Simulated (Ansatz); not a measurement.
The system is TiTe2.

```
Te Ti
1.0
     3.77700    0.00000    0.00000
    -1.88850    3.27098    0.00000
     0.00000    0.00000    6.49800
Te Ti
2 1
Cartesian
  0.0000 2.1807 4.7903
  1.8885 1.0903 1.7077
  0.0000 0.0000 0.0000
```

| Property | Result |
| --- | --- |
| Program | Ansatz 0.2.0 |
| Task | relaxation of cell and atoms |
| Functional | PBE |
| Potentials or basis | Ansatz PAW |
| Cutoff | 420 eV (not typed: the program's choice for these potentials) |
| k mesh | 8 × 8 × 4 |
| Occupations | fermi-dirac, width 0.05 eV |
| Spin | no spin polarisation |
| Hubbard terms | Ti d U = 4 eV |

At the start: volume 26.76 Å³/atom.

Problem. How do energy, volume and symmetry change on relaxing?

Solution. It ends after 12 steps and the volume is 33.55 Å³/atom (+25.4 %); space group P-3m1 (No. 164, to 0.05 Å).

The path:
| step | energy change (eV) | largest force (eV/Å) | volume (Å³) |
| --- | --- | --- | --- |
| 1 | 0.0000 | 0.1143 | 80.28 |
| 2 | -0.1485 | 0.0017 | 91.74 |
| 3 | -0.1551 | 0.0158 | 93.50 |
| 4 | -0.1597 | 0.0326 | 96.00 |
| 5 | -0.1598 | 0.0312 | 96.76 |
| 6 | -0.1599 | 0.0001 | 96.74 |
| 7 | -0.1647 | 0.0003 | 96.74 |
| 8 | -0.1656 | 0.0009 | 97.94 |
| 9 | -0.1659 | 0.0020 | 98.89 |
| 10 | -0.1660 | 0.0035 | 100.23 |
| 11 | -0.1659 | 0.0007 | 100.66 |
| 12 | -0.1664 | 0.0006 | 100.66 |

Final structure:
```
Te Ti
1.0
     3.95345    0.00000    0.00000
    -1.97672    3.42379    0.00000
     0.00000    0.00000    7.43629
Te Ti
2 1
Direct
  0.33333 0.66667 0.77475
  0.66667 0.33333 0.22525
  0.00000 0.00000 0.00000
```

Caveat: the volume moved by over 15 % at a fixed basis, so the end points are rough; the plane-wave basis is chosen anew once the cell has moved, so the energies of steps on either side of that aren't comparable; this functional lacks dispersion, which binds the layers, so the pressure and a relaxed spacing across them are unreliable, and here the layers came unbound; the U is typed as a test and isn't derived for this compound.
